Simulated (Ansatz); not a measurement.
Write the native input for Ansatz 0.2.0 that does the following.

- Task: band structure
- Functional: PBE
- Potentials or basis: Ansatz PAW
- Cutoff: 420 eV (not typed: the program's choice for these potentials)
- k mesh: 8 × 8 × 8
- Occupations: fermi-dirac, width 0.05 eV
- Spin: no spin polarisation
- Path: [["G", "L", "B1"], ["B", "Z", "G", "X"], ["Q", "F", "P1", "Z"], ["L", "P"]]
- Points for each segment of the path: 14

Crystal: InSe.

```
In Se
1.0
     2.00000    1.15470    8.44000
    -2.00000    1.15470    8.44000
     0.00000   -2.30940    8.44000
In Se
2 2
Direct
  0.88860 0.88860 0.88860
  0.00000 0.00000 0.00000
  0.17190 0.17190 0.17190
  0.38350 0.38350 0.38350
```

One way to write it, as run:

input.yaml

```yaml
crystal:
  lattice:
    - [2.0, 1.1547005384, 8.44]
    - [-2.0, 1.1547005384, 8.44]
    - [0.0, -2.3094010768, 8.44]
  atoms:
    - { symbol: In, position: [0.8886, 0.8886, 0.8886] }
    - { symbol: In, position: [0.0, 0.0, 0.0] }
    - { symbol: Se, position: [0.1719, 0.1719, 0.1719] }
    - { symbol: Se, position: [0.3835, 0.3835, 0.3835] }
hamiltonian:
  xc: pbe
  pseudopotentials: { kind: paw }
kpoints:
  mp_grid: { grid: [8, 8, 8] }
  band_path:
    path:
      - [[0.0, 0.0, 0.0], [0.5, 0.0, 0.0], [0.5, 0.1791451724, -0.1791451724]]
      - [[0.8208548276, 0.5, 0.1791451724], [0.5, 0.5, 0.5], [0.0, 0.0, 0.0], [0.3395725862, 0.0, -0.3395725862]]
      - [[0.6604274138, 0.3395725862, 0.0], [0.5, 0.5, 0.0], [0.6604274138, 0.6604274138, 0.1791451724], [0.5, 0.5, 0.5]]
      - [[0.5, 0.0, 0.0], [0.8208548276, 0.3395725862, 0.3395725862]]
    npoints: 14
scf:
  occupations: { method: fermi_dirac, width: 0.05 }
  n_extra_bands: 10
output:
  forces: true
  stress: true
  eigenvalues: true
  fatbands: false
  write_density: true
  write_potential: true
  elf: true
  volumetric_format: npy
```

Potentials or basis: Ansatz PAW.

Launch:

```sh
$ ansatz run input.yaml --threads 2 --pin off --max-ram 5632MiB --backend cpu --events-out ev --progress --plain --runs-dir out
```

Results of the run:

* Pressure: 2.7 GPa
* Largest force: 0.365 eV/Å
* Band gap on the k mesh: 0.44 eV, direct
* Band gap along the path: 0.44 eV, direct

Caveat: spin-orbit coupling is left out, which moves the levels of the heavy elements.

Run time: 49 s on 2 threads of Intel(R) Xeon(R) Processor @ 2.50GHz (Skylake/Cascade Lake), with other jobs on the host, peak memory 0.67 GiB.
